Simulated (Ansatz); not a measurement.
(001) slab of rocksalt RbBr, 10.3 Å thick as cut, bare faces

Ansatz, PAW, plane waves, no spin–orbit coupling unless named; atoms relaxed with PBEsol, the curve by HSE06. The curve holds the local part of the PAW potentials, so its shape inside matter depends on the files.

```xyz
8
Lattice="3.4250 3.4250 0.0000 -3.4250 3.4250 0.0000 0.0000 0.0000 23.2750" Properties=species:S:1:pos:R:3 pbc="T T T"
Br    0.0036    3.4236    6.5038
Br    0.0092    3.4170   13.3518
Br   -0.0009    6.8461    9.9310
Br   -3.4159    3.4183   16.7766
Rb   -3.4216    3.4223    6.5447
Rb    0.0085    6.8406   13.3627
Rb   -0.0005    3.4189    9.9178
Rb    0.0088    3.4173   16.7332
```

Planar mean of the electrostatic potential energy along the normal, from the vacuum level:

(z (Å), v (eV)): (0.00, 0.00), (0.29, 0.00), (0.73, 0.00), (1.02, 0.00), (1.31, 0.00), (1.75, 0.00), (2.04, 0.00), (2.33, 0.00), (2.76, 0.00), (3.05, -0.01), (3.35, -0.01), (3.78, -0.02), (4.07, -0.03), (4.36, -0.07), (4.80, -0.22), (5.09, -0.53), (5.38, -1.28), (5.82, -5.22), (6.11, -11.23), (6.40, -15.94), (6.84, -13.47), (7.13, -7.19), (7.42, -2.74), (7.86, -0.78), (8.15, -0.46), (8.44, -0.55), (8.87, -1.71), (9.16, -4.33), (9.46, -10.16), (9.89, -16.51), (10.18, -14.31), (10.47, -8.33), (10.91, -2.04), (11.20, -0.87), (11.64, -0.40), (11.93, -0.59), (12.22, -1.31), (12.66, -5.27), (12.95, -11.39), (13.24, -16.03), (13.67, -13.34), (13.96, -7.10), (14.26, -2.70), (14.69, -0.77), (14.98, -0.46), (15.27, -0.55), (15.71, -1.74), (16.00, -4.41), (16.29, -10.34), (16.73, -16.50), (17.02, -14.10), (17.31, -8.15), (17.75, -1.99), (18.04, -0.82), (18.33, -0.34), (18.77, -0.09), (19.06, -0.04), (19.35, -0.01), (19.78, 0.00), (20.07, 0.00), (20.37, 0.00), (20.80, 0.00), (21.09, 0.00), (21.38, 0.00), (21.82, 0.00), (22.11, 0.00), (22.40, 0.00), (22.84, 0.00), (23.13, 0.00)

(1) How far below the vacuum level do the top filled and the lowest empty level lie, by each functional?

## Answers

(1) PBEsol: 5.87 and 1.62 eV (gap 4.25 eV, a 6×6×1 mesh); HSE06: 6.63 and 1.20 eV (gap 5.43 eV, a 4×4×1 mesh). Either level can be a surface state and not a band edge of the crystal.
